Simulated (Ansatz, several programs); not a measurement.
Wurtzite BaS (it has left that coordination), relaxed with PBE in Ansatz (plane waves, PAW): it is hexagonal, P6_3/mmc (No. 194); conventional cell a = 5.382 Å, c = 6.383 Å, 40.03 Å³ an atom. Ba has 5 S at 3.11–3.19 Å; S has 5 Ba at 3.11–3.19 Å. The cell was then scaled with its shape and fractional coordinates held, which makes it stiffer than a relaxed compression. All values are calculated for a non-magnetic cell, which may be hypothetical.

```
V (Å³/atom)  E (meV/atom)
     37.628         16.40
     38.829          3.88
     40.030          0.00
     42.431         13.23
```

Problem. Pass a cubic E = c₀ + c₁u + c₂u² + c₃u³, with u = V − 39.730 Å³, through these points.

Solution. c₀ = 0.23, c₁ = -1.548, c₂ = 2.675, c₃ = -0.1183 (meV and Å³).

Problem. Where is the minimum, and what bulk modulus follows?

Solution. dE/du = 0 at u = +0.295, so V₀ = 40.03 Å³. B = V₀ d²E/dV² = 40.03 × (2c₂ + 6c₃u) = 40.03 × 5.141 = 206 meV/Å³, and 1 meV/Å³ is 0.16022 GPa: 33 GPa. A third-order Birch-Murnaghan fit to all five points gives 40.03 Å³ and 33 GPa.

Problem. Predict the energy and the pressure at the withheld volume, 41.231 Å³.

Solution. With u = +1.501: E ≈ 3.53 meV and P = −dE/dV ≈ -0.91 GPa. The run gives 3.48 meV and, from its stress, -0.90 GPa.
